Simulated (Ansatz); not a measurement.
**HfN: changing the functional**

The cell as given:

```cif
data_structure
_symmetry_space_group_name_H-M 'F-43m'
_symmetry_Int_Tables_number 216
_cell_length_a 4.9096
_cell_length_b 4.9096
_cell_length_c 4.9096
_cell_angle_alpha 90.000
_cell_angle_beta 90.000
_cell_angle_gamma 90.000
_cell_volume 118.35
loop_
_atom_site_label
_atom_site_type_symbol
_atom_site_symmetry_multiplicity
_atom_site_Wyckoff_symbol
_atom_site_fract_x
_atom_site_fract_y
_atom_site_fract_z
_atom_site_occupancy
Hf1 Hf 4 a 0.00000 0.00000 0.00000 1
N1 N 4 d 0.25000 0.25000 0.75000 1
```

The cell comes from a database or a generator and needn't be the stable form of this composition.

Kept alike: task relaxation of cell and atoms; k mesh 9 × 9 × 9; occupations fermi-dirac, width 0.05 eV; no spin polarisation. Program: Ansatz, Ansatz PAW. Cutoffs run from 420 to 500 eV. The mesh is that of the run's cell of 2 atoms. No spin-orbit coupling.

```csv
functional,volume (Å³/atom)
BLYP,15.277
LDA,14.072
PBEsol,14.407
r2SCAN,14.626
```

The relaxations keep at least the cell's symmetry (F-43m). For a metal such a mesh leaves the last digits unconverged. Relaxations stop with a little pressure left, so the last digits of a volume or edge aren't settled. Ansatz's relaxations hold a Pulay term in the stress (up to 0.5 GPa here). All rows use potentials made for PBE.

The volume runs from 14.072 (LDA) to 15.277 Å³/atom (BLYP).
